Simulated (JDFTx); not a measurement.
Wanted: the native input for a JDFTx 1.7.0 (patched build) run.

```yaml
Task: single point
Functional: PBEsol
Potentials_or_basis: PseudoDojo-SR-PBEsol-0.4.1-standard with smoothed tails
Cutoff: 789 eV
Density_cutoff: 3157 eV
k_mesh: 11 × 11 × 11
Occupations: fermi-dirac, width 0.05 eV
Spin: no spin polarisation
Local_potential_set_to_-Z/r_beyond: 6 bohr
Bands: 12
Density_cutoff_over_wavefunction_cutoff: 4
Max_SCF_steps: 100
SCF_threshold_on_the_energy: 1e-09 Ha
Solver_of_the_electrons: scf
Further_solve_for_the_empty_bands: yes
```

Crystal: Ta.

```
Ta
1.0
    -1.65128    1.65128    1.65128
     1.65128   -1.65128    1.65128
     1.65128    1.65128   -1.65128
Ta
1
Cartesian
  0.0000 0.0000 0.0000
```

One way to write it, as run:

Ta.in

```
lattice \
   -3.1204669551     3.1204669551     3.1204669551 \
    3.1204669551    -3.1204669551     3.1204669551 \
    3.1204669551     3.1204669551    -3.1204669551
coords-type Lattice
ion Ta     0.0000000000     0.0000000000     0.0000000000 1

ion-species pseudo/Ta.upf
elec-cutoff 29
elec-ex-corr gga-PBEsol
kpoint-folding 11 11 11
elec-smearing Fermi 0.0018374661
elec-n-bands 12
electronic-SCF nIterations 100 energyDiffThreshold 1e-09
electronic-minimize nIterations 30 energyDiffThreshold 1e-7
converge-empty-states yes
forces-output-coords Cartesian

dump-name run.$VAR
dump End Ecomponents EigStats BandEigs Kpoints Forces Stress
```

Potentials or basis: PseudoDojo-SR-PBEsol-0.4.1-standard with smoothed tails.

Command:

```sh
$ jdftx -c 1 -i Ta.in -o Ta.out
```

It gave:

* Pressure: -4.2 GPa
* Band gap on the k mesh: none (metal or under the smearing width)

Run time: 21 s on 1 thread of Intel(R) Xeon(R) Platinum 8259CL CPU @ 2.50GHz (Skylake/Cascade Lake), with other jobs on the host, peak memory 0.07 GiB.
